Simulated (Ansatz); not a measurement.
# SiC and a variant

Base: a refined structure from the COD whose atoms were relaxed with PBE, the cell held.

```xyz
12
Lattice="1.5389 -2.6675 0.0000 1.5389 2.6675 0.0000 0.0000 0.0000 15.1219" Properties=species:S:1:pos:R:3 pbc="T T T"
Si    1.5389    1.7784   12.9704
Si    1.5389   -1.7784    5.4094
Si    1.5389   -0.0006    7.9315
Si    1.5389    0.0006    0.3706
Si    1.5389   -1.7789   10.4526
Si    1.5389    1.7789    2.8917
C     1.5389   -0.0010    9.8264
C     1.5389    0.0010    2.2655
C     1.5389    1.7786   14.8600
C     1.5389   -1.7786    7.2991
C     1.5389   -1.7787   12.3424
C     1.5389    1.7787    4.7814
```

Sites (sets of like atoms) are named by element and the number of their first atom in this list.

All values are calculated (Ansatz; DFT, PBE, plane waves and PAW, scalar-relativistic, 420 eV cutoff, Γ-centred 10×10×2 k-points, Fermi–Dirac smearing 0.02 eV), not measured.

Gradients in 10²¹ V/m²:

```csv
site,atoms,V_zz base,η base,V_zz variant,η variant
Si1,1,0.22,0.01,0.86,0.00
Si2,2,0.22,0.01,0.46,0.01
Si3,3,-0.056,0.07,0.20,0.01
Si4,4,-0.056,0.07,0.16,0.02
Si5,5,0.26,0.01,1.41,0.00
Si6,6,0.26,0.01,0.50,0.01
C7,7,0.21,0.06,0.17,0.08
C8,8,0.21,0.06,0.16,0.08
C9,9,0.065,0.20,-0.063,0.20
C10,10,0.065,0.20,0.020,0.66
C11,11,0.031,0.41,0.52,0.03
C12,12,0.031,0.41,-0.019,0.70
```

Task: Which change was made?
A. atom 11 (C) moved by 0.10 Å along (0.000, 0.000, 0.100) Å
B. z compressed by 3 %, ions at fixed fractional positions
C. volume scaled by 0.97, ions at fixed fractional positions
D. volume scaled by 1.06, ions at fixed fractional positions

Result: A. It leaves 12 symmetry-distinct sites where the base has 6, which no other option does. The largest change of V_zz is on Si5, from 0.26 to 1.41. V_zz changes sign on C9 (same axis), Si3 (same axis), Si4 (same axis).

For the variant: The atoms aren't relaxed after the move (largest force 2.4 eV/Å).
